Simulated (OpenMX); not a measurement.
The system is Rh.

```
CELL_PARAMETERS angstrom
0.00000 1.89785 1.89785
1.89785 0.00000 1.89785
1.89785 1.89785 0.00000
ATOMIC_POSITIONS crystal
Rh 0.00000 0.00000 0.00000
```

Base run:

* Program: OpenMX 3.8.5
* Functional: PBE
* Potentials or basis: OpenMX 2013 PBE set, Rh7.0-s3p2d2, grid cutoff 400 Ry
* k mesh: 9 × 9 × 9
* Occupations: fermi-dirac, width 0.05 eV
* Spin: no spin polarisation

Its results: pressure 14.9 GPa.

The run is repeated on the same cell with these changes: functional from PBE to LDA; potentials or basis from OpenMX 2013 PBE set, Rh7.0-s3p2d2, grid cutoff 400 Ry to OpenMX 2013 LDA set, Rh7.0-s3p2d2, grid cutoff 400 Ry. What comes out?

Pressure -2.4 GPa.

Caveats: the basis of atomic orbitals isn't converged, which shifts pressures, moduli and gaps.
